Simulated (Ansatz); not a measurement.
Consider the following.

Starting cell, GeTe (alpha-GeTe type, space group R3m):

```yaml
crystal:
  lattice:
    - [4.18701, 2.41737, 7.37359]
    - [-2.09351, 1.20869, 3.68680]
    - [0.00000, -2.41737, 3.68680]
  atoms:
    - { symbol: Ge, position: [0.11592, 0.23184, 0.23184] }
    - { symbol: Ge, position: [0.61592, 0.23184, 0.23184] }
    - { symbol: Te, position: [0.38408, 0.76816, 0.76816] }
    - { symbol: Te, position: [0.88408, 0.76816, 0.76816] }
```

The atoms are displaced by Q × the pattern below (from a DFPT mode at L = (0.5, 0.0, 0.0), largest move 1; Q in Å), at fixed cell. (q is in reciprocal vectors of the primitive cell; the cell shown is doubled to hold the pattern.)

| atom | x | y | z |
|---|---|---|---|
| Ge1 | 0.500 | -0.866 | 0.000 |
| Ge2 | -0.500 | 0.866 | 0.000 |
| Te3 | -0.417 | 0.722 | 0.000 |
| Te4 | 0.417 | -0.722 | 0.000 |

Computed with r2SCAN (plane waves to 500 eV, PAW, scalar-relativistic; Ansatz, a quantum-chemistry and plane-wave program). k mesh 5×10×10 (Γ-centred), Fermi-Dirac smearing 0.05 eV. E stands for the smeared free energy. GeTe was relaxed with its symmetry unable to fall. Spin-orbit coupling is left out, though Te is heavy. ΔE is measured from the undisplaced structure.

The scan covers Q from -0.180 to 0.180 Å in 13 points.

Question: Which space group does the distorted structure have?

Answer: Cc (No. 9), lowered from R3m.

Question: What is the energy change at Q = 0.180 Å?

Answer: 104.2 meV/cell.

Question: What harmonic wavenumber does the curvature at Q = 0 give?

Answer: 74 cm⁻¹.

(A displaced cell: forces are minus the slopes of the energy, force constants its curvatures, and phonons follow from these.)
